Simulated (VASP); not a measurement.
## CdO: band structure with LDA

CdO:

```
Cd O
1.0
     0.00000    2.35240    2.35240
     2.35240    0.00000    2.35240
     2.35240    2.35240    0.00000
Cd O
1 1
Direct
  0.00000 0.00000 0.00000
  0.50000 0.50000 0.50000
```

The cell was built by a generator and needn't be a form met in nature.

```yaml
Program: VASP 6.6.1
Task: band structure
Functional: LDA
Potentials_or_basis: VASP PAW LDA potentials, release 64 (Cd, O)
Cutoff: 520 eV
k_mesh: 12 × 12 × 12
Occupations: gaussian, width 0.03 eV
Spin: no spin polarisation
Further_INCAR_settings: ALGO = Normal; EDIFF = 1e-06; NBANDS = 16
```

| Item | Value |
| --- | --- |
| Pressure | -4.9 GPa |
| Band gap along the path | none (metal or under the smearing width) |

Levels at the corners of the path, in eV from the Fermi level:
```
point  band 7  band 8  band 9  band 10  band 11  band 12
    Γ   -1.39   -1.39   -1.39    -0.55    14.77    16.82
    X   -4.44   -2.38   -2.38     3.61     8.35    11.06
    X   -4.44   -2.38   -2.38     3.61     8.35    11.06
    W   -3.06   -3.06   -1.94     5.76     8.74     8.74
    W   -3.06   -3.06   -1.94     5.76     8.74     8.74
    K   -3.47   -2.95   -1.31     5.18     8.42     8.45
    K   -3.47   -2.95   -1.31     5.18     8.42     8.45
    Γ   -1.39   -1.39   -1.39    -0.55    14.77    16.82
    Γ   -1.39   -1.39   -1.39    -0.55    14.77    16.82
    L   -3.87   -0.03   -0.03     4.26     7.11    11.64
    L   -3.87   -0.03   -0.03     4.26     7.11    11.64
    U   -3.47   -2.95   -1.31     5.18     8.42     8.45
    U   -3.47   -2.95   -1.31     5.18     8.42     8.45
    W   -3.06   -3.06   -1.94     5.76     8.74     8.74
    W   -3.06   -3.06   -1.94     5.76     8.74     8.74
    L   -3.87   -0.03   -0.03     4.26     7.11    11.64
    L   -3.87   -0.03   -0.03     4.26     7.11    11.64
    K   -3.47   -2.95   -1.31     5.18     8.42     8.45
    U   -3.47   -2.95   -1.31     5.18     8.42     8.45
    X   -4.44   -2.38   -2.38     3.61     8.35    11.06
```

It took 66 s on 1 thread of Intel(R) Xeon(R) Platinum 8488C (Sapphire Rapids) (shared host), peak memory 0.18 GiB.

Caveat: this crystal is a semiconductor, whose small gap the functional closes, so the metal is an error of the method.
